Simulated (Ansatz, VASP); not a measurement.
# AlN in two plane-wave programs

Wanted: the spread between two codes on one cell, functional and k mesh.

Main program and level: Ansatz 0.2.0; plane waves, with VASP 6.6.1 beside it; relaxation of cell and atoms at LDA.

**1. The starting structure**

It takes space group P6_3mc (No. 186, hexagonal). Conventional cell: a = 3.112 Å, b = 3.112 Å, c = 4.982 Å, α = 90.00°, β = 90.00°, γ = 120.00°. Al has 4 N at 1.89 to 1.90 Å nearest. N has 4 Al at 1.89 to 1.90 Å nearest. Farther neighbours and most contacts between anions are not listed.

Structure file:

```cif
data_structure
_symmetry_space_group_name_H-M 'P 1'
_symmetry_Int_Tables_number 1
_cell_length_a 3.1120
_cell_length_b 3.1120
_cell_length_c 4.9820
_cell_angle_alpha 90.000
_cell_angle_beta 90.000
_cell_angle_gamma 120.000
_cell_volume 41.78
loop_
_atom_site_label
_atom_site_type_symbol
_atom_site_fract_x
_atom_site_fract_y
_atom_site_fract_z
_atom_site_occupancy
Al1 Al 0.33333 0.66667 0.00000 1
Al2 Al 0.66667 0.33333 0.50000 1
N3 N 0.33333 0.66667 0.38200 1
N4 N 0.66667 0.33333 0.88200 1
```

**2. Ansatz: relaxation of cell and atoms, LDA**

Ansatz runs on its default PAW (the set named soft_2) files.

The relaxed volume is the usual yardstick between codes: its relative difference is about their pressure difference at one cell divided by the bulk modulus.

Contents of input.yaml:

```yaml
crystal:
  lattice:
    - [3.112, 0.0, 0.0]
    - [-1.556, 2.695071057, 0.0]
    - [0.0, 0.0, 4.982]
  atoms:
    - { symbol: Al, position: [0.3333333333, 0.6666666667, 0.0] }
    - { symbol: Al, position: [0.6666666667, 0.3333333333, 0.5] }
    - { symbol: "N", position: [0.3333333333, 0.6666666667, 0.382] }
    - { symbol: "N", position: [0.6666666667, 0.3333333333, 0.882] }
hamiltonian:
  xc: lda
  pseudopotentials: { kind: paw }
kpoints:
  mp_grid: { grid: [10, 10, 6] }
scf:
  occupations: { method: gaussian, width: 0.02 }
relax:
  f_tol: 0.01
  max_steps: 60
  cell: { stress_tol: 0.05 }
output:
  forces: true
  stress: true
```

Started as:

```console
ansatz run input.yaml --threads 4 --pin off --max-ram 9216MiB --backend cpu --events-out ev --progress --plain --runs-dir out
```

Numbers of over 12 decimals in the logs are rounded to 6 here.

The log of the run:

```text
Engine: ansatz 0.2.0, aarch64-unknown-linux-gnu
Pseudopotentials: kind: paw
Pseudopotential: Al, paw, valence charge 3, recommended cutoff 420 eV (normal), Al.paw.azcp
Pseudopotential: N, paw, valence charge 5, recommended cutoff 420 eV (normal), N.paw.azcp
Functional definition: SPW92
  exchange = slater_x
  correlation = pw_c
Crystal: 4 atoms, lattice volume = 41.784 Å³
Basis set: ecut = 420 eV, 809 PW (Γ)
Bands: 12, of which v1, the nominal top of the filled ones, is band 8 counted from 1 (7 counted from 0)
Symmetry: 12 space group operations
Space group: P63mc (ITA 186), of the structure as read, at distance tolerance 3.5e-5 Å
k-points: 56 of 600 (time reversal used)
Non-local potential: Al, projectors of the file, l = 0: 2, l = 1: 2, l = 2: 1
Non-local potential: N, projectors of the file, l = 0: 2, l = 1: 2, l = 2: 1
PAW form: soft (Blöchl's): semilocal exchange-correlation on the pseudo side does not see the compensation charge
PAW frozen core: Al, regenerated for the run's functional, and the local potential with it (the file was generated under x = pbe(κ = 0.804, μ = 0.219515), c = pbe(β = 0.066725))
PAW frozen core: N, regenerated for the run's functional, and the local potential with it (the file was generated under x = pbe(κ = 0.804, μ = 0.219515), c = pbe(β = 0.066725))
PAW one-centre angular grid: Al, 110 points (default); XC on 64 Gauss nodes
PAW one-centre angular grid: N, 110 points (default); XC on 64 Gauss nodes
Initial density: superposition of atomic densities (neutral atoms: chi_scale 0, normalization atom), corrected by the library's trained network
Initial wavefunctions: pseudopotential atomic-orbital guess
Functional: x = slater, c = lda
SCF iter   1: F=—  HF=-1779.713192 eV  |F-HF|=—  |Δ(HF+E_count)|=         —  Δρ=9.30e-3  dr2=4.17e-2  ethr=1.77e-3  ⟨swp⟩=6.2  Hψ=4605  notcnv=0
preconditioner: auto → none  [insulator: Δε(μ)=4.136 eV  Ē_g=12.899 eV  σ=0.020 eV  W_gap=1.00  n_scr=2 (ndim 8)  ℏωp=23.0 eV  f_vac=0.000  D(μ)=0.00/eV (n_scr^D=0)  ε∞_Penn≈4.2]
SCF iter   2: F=—  HF=-1779.700952 eV  |F-HF|=—  |Δ(HF+E_count)|=   1.22e-2  Δρ=2.49e-3  dr2=1.40e-3  ethr=2.60e-4  ⟨swp⟩=3.0  Hψ=1614  notcnv=0
SCF iter   3: F=—  HF=-1779.700416 eV  |F-HF|=—  |Δ(HF+E_count)|=   5.35e-4  Δρ=8.47e-4  dr2=1.32e-4  ethr=8.73e-6  ⟨swp⟩=1.4  Hψ=778  notcnv=0
SCF iter   4: F=—  HF=-1779.700358 eV  |F-HF|=—  |Δ(HF+E_count)|=   5.77e-5  Δρ=2.47e-5  dr2=1.19e-7  ethr=8.24e-7  ⟨swp⟩=2.0  Hψ=1060  notcnv=0
SCF iter   5: F=—  HF=-1779.700358 eV  |F-HF|=—  |Δ(HF+E_count)|=   9.15e-7  Δρ=5.45e-6  dr2=7.87e-9  ethr=7.47e-10  ⟨swp⟩=2.0  Hψ=1120  notcnv=0
SCF iter   6: F=-1779.700358 eV  HF=-1779.700358 eV  |F-HF|=1.25e-11  |Δ(HF+E_count)|=   2.31e-9  Δρ=5.86e-7  dr2=7.72e-11  ethr=4.92e-11  ⟨swp⟩=2.0  Hψ=2016  notcnv=0
SCF 1 converged in 6 iterations: F = -1779.700358 eV  dr2 = 7.72e-11
  greatest PAW one-centre occupation: 0.780 electrons in one spin orbital (limit 2), on the N atom at site 3 (counted from 0), in its partial waves of l = 0
relax step   1: F+E_penalty+E_count = -1779.70035756 eV  Δ(F+E_penalty+E_count) = +0.000e0 eV  max|allowed force component| = 1.365e-2 eV/Å  Δτ_max = 0.0000 Å  P = -4.602 GPa  Ω = 41.784 Å³  (6 SCF iters, dr2 threshold 1.00e-7 eV, accepted)
[... from here on, the SCF cycles and remarks between the steps are left out ...]
relax step   2: F+E_penalty+E_count = -1779.71251733 eV  Δ(F+E_penalty+E_count) = -1.216e-2 eV  max|allowed force component| = 7.057e-3 eV/Å  Δτ_max = 0.0001 Å  P = -2.276 GPa  Ω = 41.311 Å³  energy of the carried Pulay correction = +1.961e-3 eV  (6 SCF iters, dr2 threshold 4.00e-7 eV, accepted)
relax step   3: F+E_penalty+E_count = -1779.71757265 eV  Δ(F+E_penalty+E_count) = -5.055e-3 eV  max|allowed force component| = 7.847e-4 eV/Å  Δτ_max = 0.0000 Å  P = +0.069 GPa  Ω = 40.857 Å³  energy of the carried Pulay correction = +3.863e-3 eV  (6 SCF iters, dr2 threshold 4.00e-7 eV, accepted)
relax step   4: F+E_penalty+E_count = -1779.71752028 eV  Δ(F+E_penalty+E_count) = +5.238e-5 eV  max|allowed force component| = 3.655e-4 eV/Å  Δτ_max = 0.0000 Å  P = -0.001 GPa  Ω = 40.870 Å³  energy of the carried Pulay correction = +3.807e-3 eV  (7 SCF iters, accepted)
relax step   5: F+E_penalty+E_count = -1779.71420350 eV  Δ(F+E_penalty+E_count) = +3.317e-3 eV  max|allowed force component| = 3.166e-4 eV/Å  Δτ_max = 0.0000 Å  P = -0.144 GPa  Ω = 40.870 Å³  stress off target by 1.50e-1 GPa  SCF on the basis re-selected at this cell (its energy is not comparable with the rows above)  (6 SCF iters)
relax step   6: F+E_penalty+E_count = -1779.71431279 eV  Δ(F+E_penalty+E_count) = -1.093e-4 eV  max|allowed force component| = 1.224e-2 eV/Å  Δτ_max = 0.0007 Å  P = -0.012 GPa  Ω = 40.844 Å³  energy of the carried Pulay correction = +1.097e-4 eV  (6 SCF iters, dr2 threshold 5.63e-8 eV, rejected (line search))
relax step   7: F+E_penalty+E_count = -1779.71430539 eV  Δ(F+E_penalty+E_count) = -1.019e-4 eV  max|allowed force component| = 8.963e-4 eV/Å  Δτ_max = 0.0001 Å  P = -0.031 GPa  Ω = 40.848 Å³  energy of the carried Pulay correction = +9.000e-5 eV  (6 SCF iters, accepted)
relax step   8: F+E_penalty+E_count = -1779.71427225 eV  Δ(F+E_penalty+E_count) = +3.314e-5 eV  max|allowed force component| = 9.080e-4 eV/Å  Δτ_max = 0.0000 Å  P = -0.032 GPa  Ω = 40.848 Å³  stress off target by 4.35e-2 GPa  SCF on the basis re-selected at this cell (its energy is not comparable with the rows above)  (6 SCF iters)
basis re-selected at this cell: Δ(F+E_penalty+E_count) = +3.314e-5 eV, ΔP = -0.001 GPa vs the last step (what re-selecting the basis moved, of the pressure what is left beyond the Pulay correction that the steps carried, after the strain that the cell walked since its last selection, with what the two solves' SCF thresholds leave and, on support functions, any second-order correction that the steps lacked; it is no m [...]
SCF converged after 6 iterations
Free energy (F): -1779.714272 eV
Harris-Foulkes:  -1779.714272 eV  (|F-HF|=2.27e-13)
Internal energy: -1779.714272 eV  (E = F + TS)
E sigma→0 (E₀):  -1779.714272 eV
Fermi energy:    9.308009 eV
--- Per-component energies (eV) ---
  E_band       = 29.452954
  E_kinetic    = 319.525308
  E_local      = -445.285551  (includes V_loc(G=0)·N_el)
  E_nonlocal   = 115.275336
  E_hartree    = 152.632515
  E_xc         = -201.673872
  E_vxc        = -215.778644  (∫ρ·V_xc dr)
  E_paw        = -1124.217320  (= ΣΔE_a)
  E_vpaw       = -49.548706  (= ΣTr[D̂ρ^β])
  E_aug_tail   = 0.000182  (compensation charges beyond the density's cutoff)
  E_ewald      = -596.242391
  E_core_change = 0.271521  (= ΣΔE_core)
  E_smearing   = -0.000000  (= −TS)
  E_closure    = 0.000000  (closes the sum)
  Σ components = -1779.714272   (vs F -1779.714272, Δ=0.00e0)
--- Forces (eV/Å), atoms counted from 1 ---
  atom   1  Al     0.00000000    -0.00000000     0.00091000
  atom   2  Al    -0.00000000     0.00000000     0.00091000
  atom   3  N      0.00000000     0.00000000    -0.00090610
  atom   4  N     -0.00000000     0.00000000    -0.00090610
  max |Σ_I F_I| component: 7.80e-6 eV/Å
--- Stress (GPa, compression-positive) ---
       -0.027011       0.000000       0.000000
        0.000000      -0.027011       0.000000
        0.000000       0.000000      -0.043476
  P = ⅓ Tr σ = -0.0325 GPa (-0.325 kbar)
--- Relaxed structure (6 steps of the walk, 5 accepted, 2 SCFs on fresh bases) ---
  F+E_penalty+E_count = -1779.71427225 eV   max|allowed force component| = 9.080e-4 eV/Å   (the final SCF, on the basis selected at the relaxed cell)
  cell:  # Å, volume = 40.8484 Å³
    - [3.088875, 0.0, 0]
    - [-1.544437, 2.675044, 0]
    - [0, 0, 4.943610]
  atoms:
    - { symbol: Al, position: [0.333333, 0.666667, 4.980683267797741e-6] }
    - { symbol: Al, position: [0.666667, 0.333333, 0.500005] }
    - { symbol: N, position: [0.333333, 0.666667, 0.381995] }
    - { symbol: N, position: [0.666667, 0.333333, 0.881995] }
```

Run time: 9.5 s. Hardware: 4 threads of Arm Neoverse N1, shared host; peak memory 0.32 GiB.

**3. VASP: relaxation of cell and atoms, LDA**

The same cell, functional (in two slightly different forms), mesh and smearing now go to VASP, with its own data sets and cutoff.

Lines of VASP's logs that name or quote its potential files are left out, and so is its time.

Contents of INCAR:

```
SYSTEM = AlN
PREC = Accurate
ENCUT = 520
EDIFF = 1E-07
NELM = 120
ISMEAR = 0
SIGMA = 0.02
LREAL = .FALSE.
ALGO = Normal
GGA = CA
NBANDS = 14
LASPH = .TRUE.
LORBIT = 11
LWAVE = .FALSE.
LCHARG = .FALSE.
KPAR = 8
IBRION = 2
NSW = 80
ISIF = 3
EDIFFG = -0.005
POTIM = 0.4
```

Contents of POSCAR:

```
AlN
1.0
    3.1120000000      0.0000000000      0.0000000000
   -1.5560000000      2.6950710570      0.0000000000
    0.0000000000      0.0000000000      4.9820000000
Al N
2 2
Direct
    0.3333333333      0.6666666667      0.0000000000
    0.6666666667      0.3333333333      0.5000000000
    0.3333333333      0.6666666667      0.3820000000
    0.6666666667      0.3333333333      0.8820000000
```

Contents of KPOINTS:

```
Automatic mesh
0
Gamma
10 10 6
0 0 0
```

The projector-augmented-wave data sets are Al and N (LDA family, release 64).

Started as:

```console
mpirun -np 8 vasp_std
```

The log of the run:

```text
[banner, memory and clock lines left out]
running    8 mpi-ranks, on    1 nodes
 distrk:  each k-point on    1 cores,    8 groups
 distr:  one band on    1 cores,    1 groups

 POSCAR found type information on POSCAR AlN
 POSCAR found :  2 types and       4 ions
|                                                                             |
|           W    W    AA    RRRRR   N    N  II  N    N   GGGG   !!!           |
|           W    W   A  A   R    R  NN   N  II  NN   N  G    G  !!!           |
|           W    W  A    A  R    R  N N  N  II  N N  N  G       !!!           |
|           W WW W  AAAAAA  RRRRR   N  N N  II  N  N N  G  GGG   !            |
|           WW  WW  A    A  R   R   N   NN  II  N   NN  G    G                |
|           W    W  A    A  R    R  N    N  II  N    N   GGGG   !!!           |
|                                                                             |
|     For optimal performance we recommend to set                             |
|       NCORE = 2 up to number-of-cores-per-socket                            |
|     NCORE specifies how many cores store one orbital (NPAR=cpu/NCORE).      |
|     This setting can greatly improve the performance of VASP for DFT.       |
|     The default, NCORE=1 might be grossly inefficient on modern             |
|     multi-core architectures or massively parallel machines. Do your        |
|     Unfortunately you need to use the default for GW and RPA                |
|     calculations (for HF NCORE is supported but not extensively tested      |
|     yet).                                                                   |
|                                                                             |

 LDA part: xc-table for (Slater(with rela. corr.)+CA(PZ))
 , standard interpolation
 POSCAR, INCAR and KPOINTS ok, starting setup
 FFT: planning ... GRIDC
 FFT: planning ... GRID_SOFT
 FFT: planning ... GRID
 WAVECAR not read
 entering main loop
       N       E                     dE             d eps       ncg     rms          rms(c)
DAV:   1     0.425562274883E+02    0.42556E+02   -0.75419E+03  1568   0.102E+03
DAV:   2    -0.341770065027E+02   -0.76733E+02   -0.69640E+02  2158   0.193E+02
DAV:   3    -0.378541052772E+02   -0.36771E+01   -0.36581E+01  2096   0.441E+01
DAV:   4    -0.378764304332E+02   -0.22325E-01   -0.22323E-01  1778   0.413E+00
DAV:   5    -0.378766571519E+02   -0.22672E-03   -0.22669E-03  2096   0.410E-01    0.122E+01
DAV:   6    -0.329361371621E+02    0.49405E+01   -0.14179E+01  1814   0.274E+01    0.439E+00
DAV:   7    -0.328912177310E+02    0.44919E-01   -0.64289E-01  1832   0.526E+00    0.279E+00
DAV:   8    -0.328357016303E+02    0.55516E-01   -0.82687E-02  1886   0.259E+00    0.385E-01
DAV:   9    -0.328312181900E+02    0.44834E-02   -0.11122E-02  2048   0.746E-01    0.219E-01
DAV:  10    -0.328313861623E+02   -0.16797E-03   -0.75171E-04  1814   0.193E-01    0.110E-01
DAV:  11    -0.328313337422E+02    0.52420E-04   -0.10879E-04  2000   0.830E-02    0.209E-02
DAV:  12    -0.328313333379E+02    0.40429E-06   -0.19456E-06  1988   0.112E-02    0.498E-03
DAV:  13    -0.328313331577E+02    0.18022E-06   -0.11160E-06  2066   0.789E-03    0.114E-03
DAV:  14    -0.328313331757E+02   -0.17979E-07   -0.18682E-08  1122   0.114E-03
   1 F= -.32831333E+02 E0= -.32831333E+02  d E =-.328313E+02
[...]
2 F= -.32838534E+02 E0= -.32838534E+02  d E =-.720117E-02
[...]
3 F= -.32841803E+02 E0= -.32841803E+02  d E =-.104698E-01
[...]
4 F= -.32841799E+02 E0= -.32841799E+02  d E =-.104657E-01
 curvature:  -0.31 expect dE=-0.661E-05 dE for cont linesearch -0.418E-05
 ZBRENT: accuracy reached
 trial: gam= 0.00000 g(F)=  0.314E-08 g(S)=  0.212E-04 ort =-0.656E-03 (trialstep = 0.932E+00)
 search vector abs. value=  0.212E-04
 bond charge predicted
       N       E                     dE             d eps       ncg     rms          rms(c)
DAV:   1    -0.328418243069E+02   -0.25395E-04   -0.56585E-04  1718   0.208E-01    0.272E-02
DAV:   2    -0.328418072646E+02    0.17042E-04   -0.40353E-05  1934   0.498E-02    0.896E-03
DAV:   3    -0.328418058461E+02    0.14185E-05   -0.32683E-06  1934   0.135E-02    0.333E-03
DAV:   4    -0.328418054212E+02    0.42492E-06   -0.45987E-07  2012   0.537E-03    0.106E-03
DAV:   5    -0.328418053876E+02    0.33622E-07   -0.62123E-08  1030   0.200E-03
   5 F= -.32841805E+02 E0= -.32841805E+02  d E =-.653904E-05
 trial-energy change:   -0.000007  1 .order   -0.000007   -0.000020    0.000007
 step:   0.6952(harm=  0.6952)  dis= 0.00000  next Energy=   -32.841806 (dE=-0.735E-05)
 reached required accuracy - stopping structural energy minimisation
```

(Continued in part 2 of 2.)

[Lines on the potential files, build, host, timing and source positions are cut from VASP's logs without a mark.]

[Logs are printed without paths, hosts, clocks, repeated set-up lines and the standing remarks that a program may print on its own settings, such as how far it seeks lower states.]

[Hosts, paths, dates, database ids (printed as entryN), source tags and the programs' standing remarks are cut or masked in the printed files.]
